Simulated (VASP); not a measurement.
Input of a VASP 6.6.1 run:

The input INCAR:

```
SYSTEM = Cu
PREC = Accurate
ENCUT = 600
EDIFF = 1E-7
ISMEAR = 0
SIGMA = 0.05
LREAL = .FALSE.
LASPH = .TRUE.
NELM = 100
ALGO = Fast
ISIF = 3
LWAVE = .FALSE.
LCHARG = .FALSE.
GGA = PE
IBRION = 2
NSW = 80
EDIFFG = -0.03
```

The input KPOINTS:

```
Automatic mesh
0
G
  8 8 6
  0 0 0
```

POSCAR

```
Cu
1.0
    2.5524804075      0.0000000000      0.0000000000
   -1.2762402038      2.2105128756      0.0000000000
    0.0000000000      0.0000000000      4.1690513323
Cu
2
Direct
    0.3333333333      0.6666666667      0.7500000000
    0.6666666667      0.3333333333      0.2500000000
```

Potentials or basis: VASP PAW PBE potentials, release 64 (Cu).

Run with:

```sh
$ cat potpaw_PBE.64/Cu/POTCAR > POTCAR
$ mpirun -np 1 vasp_std > vasp.out
```

**Question.** Estimate the relaxed cell.

**Answer.** a = 2.579 Å, b = 2.579 Å, c = 4.175 Å, α = 90.00°, β = 90.00°, γ = 120.00°.

**Question.** Estimate the relaxed volume.

**Answer.** 12.03 Å³/atom.

**Question.** Predict the space group after relaxing (to 0.05 Å).

**Answer.** P6_3/mmc (No. 194).

**Question.** What does it give for the band gap on the k mesh?

**Answer.** None (metal or under the smearing width).

Stress tensor (GPa, compression positive):
```
 0.18  0.00  0.00
 0.00  0.18  0.00
 0.00  0.00 -0.12
```
